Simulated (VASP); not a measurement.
Crystal: FeNi (Tetrataenite).

```
Ni Fe
1.0
     2.53300    0.00000    0.00000
     0.00000    2.53300    0.00000
     0.00000    0.00000    3.58200
Ni Fe
1 1
Direct
  0.50000 0.50000 0.50000
  0.00000 0.00000 0.00000
```

Base run:

| Quantity | Value |
| --- | --- |
| Program | VASP 6.6.1 |
| Functional | r2SCAN |
| Potentials or basis | VASP PAW PBE potentials, release 64 (Ni, Fe) |
| Cutoff | 520 eV |
| k mesh | 10 × 10 × 8 |
| Occupations | fermi-dirac, width 0.05 eV |
| Spin | collinear spin, ferromagnetic start |
| Starting moments | [1.0, 3.0] μB |

Its results: pressure -5.8 GPa; net moment 3.51 μB per cell; site moments Ni +0.66; Fe +2.93 μB.

After a change of settings the same cell gave: pressure -8.9 GPa; net moment 3.51 μB per cell; site moments Ni +0.66; Fe +2.92 μB. Which change was it?
A. functional from r2SCAN to TPSS; further incar settings from ALGO = Normal; EDIFF = 1e-06; NBANDS = 20 to ALGO = Normal; EDIFF = 1e-06
B. functional from r2SCAN to rSCAN; further incar settings from ALGO = Normal; EDIFF = 1e-06; NBANDS = 20 to ALGO = Normal; EDIFF = 1e-06
C. functional from r2SCAN to SCAN

C.

Caveats: the PAW data sets were made with another functional, which shifts forces and pressure a little.

Runs at the PBE level aren't shown here.
